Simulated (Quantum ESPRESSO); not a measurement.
# SiNi (Pmmn) in Quantum ESPRESSO: reference runs, part 2 of 2

Quantum ESPRESSO 7.5. Earlier steps stand in the parts before.

## Step 3: Single point, PBE, collinear spin, ferromagnetic start (atoms moved at random, drawn with an rms of 0.05 Å)

File pw.in:

```
&CONTROL
  calculation = 'scf'
  prefix = 'pwscf'
  outdir = './tmp'
  pseudo_dir = './pseudo'
  tprnfor = .true.
  tstress = .true.
  disk_io = 'nowf'
/
&SYSTEM
  ibrav = 0
  nat = 4
  ntyp = 2
  ecutwfc = 55
  ecutrho = 440
  nbnd = 34
  occupations = 'smearing'
  smearing = 'fd'
  degauss = 0.00367493
  nspin = 2
  starting_magnetization(1) = 0.0556
  starting_magnetization(2) = 0
/
&ELECTRONS
  conv_thr = 8d-10
  electron_maxstep = 120
  mixing_beta = 0.3
/
ATOMIC_SPECIES
Ni    58.6934 ni_pbe_v1.4.uspp.F.UPF
Si    28.0850 Si.pbe-n-rrkjus_psl.1.0.0.UPF
CELL_PARAMETERS angstrom
   2.9427706600    0.0000000000    0.0000000000
   0.0000000000    3.2803255400    0.0000000000
   0.0000000000    0.0000000000    4.6774467600
ATOMIC_POSITIONS crystal
Ni     0.4923060000    0.4990710000    0.3386270000
Ni    -0.0030320000   -0.0088980000    0.6541060000
Si     0.5011560000    0.5092570000    0.8448520000
Si    -0.0077360000    0.0014570000    0.1542780000
K_POINTS automatic
9 8 6 0 0 0
```

Potentials or basis: SSSP 1.3 efficiency PBE.

Started as:

```bash
> OMP_NUM_THREADS=1 mpirun -n 2 pw.x -nk 2 -in pw.in > pw.out
```

pw.out:

```text
This program is part of the open-source Quantum ESPRESSO suite
     for quantum simulation of materials; please cite
         "P. Giannozzi et al., J. Phys.:Condens. Matter 21 395502 (2009);
         "P. Giannozzi et al., J. Phys.:Condens. Matter 29 465901 (2017);
         "P. Giannozzi et al., J. Chem. Phys. 152 154105 (2020);
     in publications or presentations arising from this work. More details at

     K-points division:     npool     =       2
     Subspace diagonalization in iterative solution of the eigenvalue problem:
     a serial algorithm will be used

     G-vector sticks info
     --------------------
     sticks:   dense  smooth     PW     G-vecs:    dense   smooth      PW
     Sum        1209     603    187                47575    16815    2849

     Using Slab Decomposition

     bravais-lattice index     =            0
     lattice parameter (alat)  =       5.5610  a.u.
     unit-cell volume          =     304.7045 (a.u.)^3
     number of atoms/cell      =            4
     number of atomic types    =            2
     number of electrons       =        44.00
     number of Kohn-Sham states=           34
     kinetic-energy cutoff     =      55.0000  Ry
     charge density cutoff     =     440.0000  Ry
     scf convergence threshold =      8.0E-10
     mixing beta               =       0.3000
     number of iterations used =            8  plain     mixing
     Exchange-correlation= PBE
                           (   1   4   3   4   0   0   0)

     celldm(1)=   5.561031  celldm(2)=   0.000000  celldm(3)=   0.000000
     celldm(4)=   0.000000  celldm(5)=   0.000000  celldm(6)=   0.000000

     crystal axes: (cart. coord. in units of alat)
               a(1) = (   1.000000   0.000000   0.000000 )
               a(2) = (   0.000000   1.114706   0.000000 )
               a(3) = (   0.000000   0.000000   1.589470 )

     reciprocal axes: (cart. coord. in units 2 pi/alat)
               b(1) = (  1.000000  0.000000  0.000000 )
               b(2) = (  0.000000  0.897097  0.000000 )
               b(3) = (  0.000000  0.000000  0.629140 )

     PseudoPot. # 1 for Ni read from file:
     ni_pbe_v1.4.uspp.F.UPF
     Pseudo is Ultrasoft + core correction, Zval = 18.0
     Generated by new atomic code, or converted to UPF format
     Using radial grid of  865 points,  6 beta functions with:
                l(1) =   0
                l(2) =   0
                l(3) =   1
                l(4) =   1
                l(5) =   2
                l(6) =   2
     Q(r) pseudized with 10 coefficients,  rinner =    0.980   0.980   0.980
                                                       0.980   0.980

     PseudoPot. # 2 for Si read from file:
     Si.pbe-n-rrkjus_psl.1.0.0.UPF
     Pseudo is Ultrasoft + core correction, Zval =  4.0
     Generated using "atomic" code by A. Dal Corso  v.5.1
     Using radial grid of 1141 points,  6 beta functions with:
                l(1) =   0
                l(2) =   0
                l(3) =   1
                l(4) =   1
                l(5) =   2
                l(6) =   2
     Q(r) pseudized with 0 coefficients

     atomic species   valence    mass     pseudopotential
     Ni               18.00    58.69340     Ni( 1.00)
     Si                4.00    28.08500     Si( 1.00)

     Starting magnetic structure
     atomic species   magnetization
     Ni              0.056
     Si              0.000

     No symmetry found

   Cartesian axes

     site n.     atom                  positions (alat units)
         1        Ni     tau(   1) = (   0.4923060   0.5563177   0.5382376  )
         2        Ni     tau(   2) = (  -0.0030320  -0.0099187   1.0396821  )
         3        Si     tau(   3) = (   0.5011560   0.5676721   1.3428672  )
         4        Si     tau(   4) = (  -0.0077360   0.0016241   0.2452203  )

     number of k points=   218  Fermi-Dirac smearing, width (Ry)=  0.0037

     Number of k-points >= 100: set verbosity='high' to print them.

     Dense  grid:    47575 G-vectors     FFT dimensions: (  40,  45,  60)

     Smooth grid:    16815 G-vectors     FFT dimensions: (  27,  30,  45)

     Check: negative core charge=   -0.000007
     Generating pointlists ...
     new r_m :   0.3238 (alat units)  1.8007 (a.u.) for type    1
     new r_m :   0.3238 (alat units)  1.8007 (a.u.) for type    2

     Initial potential from superposition of free atoms

     starting charge      39.9989, renormalised to      44.0000
     Starting wfcs are   34 randomized atomic wfcs

     Self-consistent Calculation

     iteration #  1     ecut=    55.00 Ry     beta= 0.30
     Davidson diagonalization with overlap
     ethr =  1.00E-02,  avg # of iterations =  6.1

     total energy              =    -675.84745678 Ry
     estimated scf accuracy    <     108.46688658 Ry

     total magnetization       =     0.18 Bohr mag/cell
     absolute magnetization    =     0.24 Bohr mag/cell

     iteration #  2     ecut=    55.00 Ry     beta= 0.30
     Davidson diagonalization with overlap
     ethr =  1.00E-02,  avg # of iterations =  3.0

     total energy              =    -708.30603859 Ry
     estimated scf accuracy    <      38.44839045 Ry

     total magnetization       =     0.08 Bohr mag/cell
     absolute magnetization    =     0.09 Bohr mag/cell

     iteration #  3     ecut=    55.00 Ry     beta= 0.30
     Davidson diagonalization with overlap
     ethr =  1.00E-02,  avg # of iterations =  2.0

     total energy              =    -708.56452327 Ry
     estimated scf accuracy    <       6.42954218 Ry

     total magnetization       =     0.10 Bohr mag/cell
     absolute magnetization    =     0.14 Bohr mag/cell

     iteration #  4     ecut=    55.00 Ry     beta= 0.30
     Davidson diagonalization with overlap
     ethr =  1.00E-02,  avg # of iterations =  2.0

     total energy              =    -709.19455931 Ry
     estimated scf accuracy    <       0.68663968 Ry

     total magnetization       =     0.15 Bohr mag/cell
     absolute magnetization    =     0.37 Bohr mag/cell

     iteration #  5     ecut=    55.00 Ry     beta= 0.30
     Davidson diagonalization with overlap
     ethr =  1.56E-03,  avg # of iterations =  2.4

     total energy              =    -709.42938689 Ry
     estimated scf accuracy    <       2.98555951 Ry

     total magnetization       =     0.03 Bohr mag/cell
     absolute magnetization    =     0.11 Bohr mag/cell

     iteration #  6     ecut=    55.00 Ry     beta= 0.30
     Davidson diagonalization with overlap
     ethr =  1.56E-03,  avg # of iterations =  2.0

     total energy              =    -709.48253103 Ry
     estimated scf accuracy    <       0.45808103 Ry

     total magnetization       =     0.07 Bohr mag/cell
     absolute magnetization    =     0.17 Bohr mag/cell

     iteration #  7     ecut=    55.00 Ry     beta= 0.30
     Davidson diagonalization with overlap
     ethr =  1.04E-03,  avg # of iterations =  1.3

     total energy              =    -709.52634185 Ry
     estimated scf accuracy    <       0.01202252 Ry

     total magnetization       =     0.04 Bohr mag/cell
     absolute magnetization    =     0.13 Bohr mag/cell
[... 48 lines left out ...]
     total magnetization       =     0.00 Bohr mag/cell
     absolute magnetization    =     0.00 Bohr mag/cell

     iteration # 13     ecut=    55.00 Ry     beta= 0.30
     Davidson diagonalization with overlap
     ethr =  1.35E-07,  avg # of iterations =  1.0

     total energy              =    -709.52592871 Ry
     estimated scf accuracy    <       0.00000895 Ry

     total magnetization       =     0.00 Bohr mag/cell
     absolute magnetization    =     0.00 Bohr mag/cell

     iteration # 14     ecut=    55.00 Ry     beta= 0.30
     Davidson diagonalization with overlap
     ethr =  2.03E-08,  avg # of iterations =  1.2

     total energy              =    -709.52593002 Ry
     estimated scf accuracy    <       0.00000039 Ry

     total magnetization       =    -0.00 Bohr mag/cell
     absolute magnetization    =     0.00 Bohr mag/cell

     iteration # 15     ecut=    55.00 Ry     beta= 0.30
     Davidson diagonalization with overlap
     ethr =  8.90E-10,  avg # of iterations =  1.6

     total energy              =    -709.52593009 Ry
     estimated scf accuracy    <          4.5E-09 Ry

     total magnetization       =     0.00 Bohr mag/cell
     absolute magnetization    =     0.00 Bohr mag/cell

     iteration # 16     ecut=    55.00 Ry     beta= 0.30
     Davidson diagonalization with overlap
     ethr =  1.02E-11,  avg # of iterations =  3.2

     total energy              =    -709.52593009 Ry
     estimated scf accuracy    <          1.3E-09 Ry

     total magnetization       =     0.00 Bohr mag/cell
     absolute magnetization    =     0.00 Bohr mag/cell

     iteration # 17     ecut=    55.00 Ry     beta= 0.30
     Davidson diagonalization with overlap
     ethr =  2.93E-12,  avg # of iterations =  2.0

     Magnetic moment per site  (integrated on atomic sphere of radius R)
     atom   1 (R=0.324)  charge= 16.4248  magn=  0.0000
     atom   2 (R=0.324)  charge= 16.4192  magn=  0.0000
     atom   3 (R=0.324)  charge=  1.7562  magn=  0.0000
     atom   4 (R=0.324)  charge=  1.7606  magn=  0.0000

     End of self-consistent calculation

     Number of k-points >= 100: set verbosity='high' to print the bands.

     the Fermi energy is    16.1918 ev

!    total energy              =    -709.52593010 Ry
     estimated scf accuracy    <          1.1E-10 Ry
     smearing contrib. (-TS)   =      -0.00061958 Ry
     internal energy E=F+TS    =    -709.52531052 Ry

     The total energy is F=E-TS. E is the sum of the following terms:
     one-electron contribution =    -519.06854437 Ry
     hartree contribution      =     285.79594047 Ry
     xc contribution           =     -83.88961474 Ry
     ewald contribution        =    -392.36309187 Ry

     total magnetization       =     0.00 Bohr mag/cell
     absolute magnetization    =     0.00 Bohr mag/cell

     convergence has been achieved in  17 iterations

     Forces acting on atoms (cartesian axes, Ry/au):

     atom    1 type  1   force =     0.00201562   -0.00091548    0.01114671
     atom    2 type  1   force =     0.00011547    0.01495114    0.00031411
     atom    3 type  2   force =    -0.00400356   -0.01451947   -0.01122732
     atom    4 type  2   force =     0.00187246    0.00048380   -0.00023351

     Total force =     0.026636     Total SCF correction =     0.000039

     Computing stress (Cartesian axis) and pressure

          total   stress  (Ry/bohr**3)                   (kbar)     P=       70.17
   0.00047243   0.00000548   0.00001069           69.50        0.81        1.57
   0.00000548   0.00048942  -0.00001028            0.81       72.00       -1.51
   0.00001069  -0.00001028   0.00046907            1.57       -1.51       69.00

=------------------------------------------------------------------------------=
   JOB DONE.
=------------------------------------------------------------------------------=
```

Wall time 6.1 min (2 MPI ranks of Arm Neoverse V2, shared host); peak memory 0.74 GiB.

What came out:

```
Free energy                                           : -9653.5921 eV
Pressure                                              : 7.0 GPa
Largest force                                         : 0.483 eV/Å
Band gap on the k mesh                                : none (metal or under the smearing width)
Net moment                                            : 0.00 μB per cell
Absolute moment                                       : 0.00 μB per cell
Valence electrons inside the program's atomic spheres : Ni 16.42; Si 1.76
```

Forces in eV/Å, atoms in the order of the input:
```
Ni   0.052 -0.024  0.287
Ni   0.003  0.384  0.008
Si  -0.103 -0.373 -0.289
Si   0.048  0.012 -0.006
```
